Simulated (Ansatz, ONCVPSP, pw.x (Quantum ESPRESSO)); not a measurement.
# I (Z = 53): one change to the ONCV potential, in the atom and in the sc crystal

I, optimised norm-conserving Vanderbilt (ONCV), made with ONCVPSP 4.0.1.1 (patched build) (PBE, scalar-relativistic). Core [Ar] 3d10, reference 4s2 4p6 4d10 5s2 5p5. Waves: 4s+5s: rc 1.40 bohr, ncon 5, nbas 9, qcut 9.6 1/bohr, 2 projectors; 4p+5p: rc 1.45 bohr, ncon 4, nbas 8, qcut 9.4 1/bohr, 2 projectors; 4d: rc 1.40 bohr, ncon 3, nbas 8, qcut 10 1/bohr, 1 projector. Local part: polynomial inside 1.35 bohr (lpopt 5, dvloc0 0 Ha). Core correction: Teter function, fcfact 3.25, rcfact 1.6.

Change: core [Kr], valence charge 17; reference 4d10 5s2 5p5; waves now 5s: rc 1.50 bohr, ncon 4, nbas 7, qcut 3.8 1/bohr, 2 projectors, debl 1.1 Ha; 5p: rc 2.00 bohr, ncon 4, nbas 8, qcut 4.8 1/bohr, 2 projectors, debl 3.7 Ha; 4d: rc 1.15 bohr, ncon 4, nbas 9, qcut 11.3 1/bohr, 2 projectors, debl 0.8 Ha; local potential polynomial inside 1.15 bohr (lpopt 5, dvloc0 4 Ha).

Cutoffs, loose and tight: the cutoffs (Ha) at which the residual kinetic energy of the hardest occupied pseudo-wave falls to 1 and 0.1 mHa per electron. They do not see the model core or the augmentation charge, which bear on the density cutoff. Test errors are all-electron minus pseudo excitation energies from the reference, over the configurations 4s2 4p6 4d10 5s2 5p4; 4s2 4p6 4d10 5s2 5p3; 4s2 4p6 4d10 5s2 5p2; 4s2 4p6 4d10 5s1 5p6; variants that change the core or the reference have their own tests.

Crystal test: sc I in pw.x 7.5, no spin, 10³ k-points, Fermi–Dirac smearing 0.01 Ry, cutoffs set for each file from its atomic test. The reference is all-electron LAPW (Ansatz 0.2.0) with the same functional, mesh and smearing; V0 and B0 come from Birch–Murnaghan fits to the pressures at five volumes. Errors are pseudo minus all-electron; Δ is the rms difference of the E(V) curves that follow from these fits, minima aligned, over ±6 % about the mean V0. Mesh and smearing are coarse, so the numbers serve the comparison and aren't converged zero-temperature values; the lattice is a test structure that the element need not adopt.

All-electron: a0 = 3.477 Å (V0 = 42.04 Å³/atom), B0 = 20.8 GPa.

Task: Does the change bring the crystal closer to the all-electron result?

Result: The mean pressure error goes from +0.13 to -10.01 GPa, so the change moves the solid further from the all-electron pressures. At 80 % of its cutoff the pressure of the base moves by -3.48 GPa.

| quantity | base | changed |
| --- | --- | --- |
| outcome (atom) | generated | generated, projector energies reset by the program |
| cutoff, loose (atom) | 41 Ha | 52 Ha |
| cutoff, tight (atom) | 46 Ha | 59 Ha |
| bound ghosts (atom) | none | s |
| largest test error (meV) (atom) | -18 | -7.7 |
| cutoffs in pw.x (Ry) | 110/440 | 140/560 |
| a0 (Å) | 3.484 | – |
| a0 error (%) | +0.20 | – |
| B0 error (%) | -1.9 | – |
| Δ (meV/atom) | 1.2 | – |
| mean pressure error (GPa) | +0.13 | -10.01 |

A dash: not determined, or the minimum lies outside the volumes sampled.

Changed file: This is a poor potential for the solid. The pseudo pressure rises with volume over part of the range, a mechanical instability. Note: ghosts flagged at negative energy: s at -115.3 eV; GHOST(+) flagged for p at 112.1 eV, s at 544.8 eV. A true bound ghost makes a file unfit for plane-wave use.
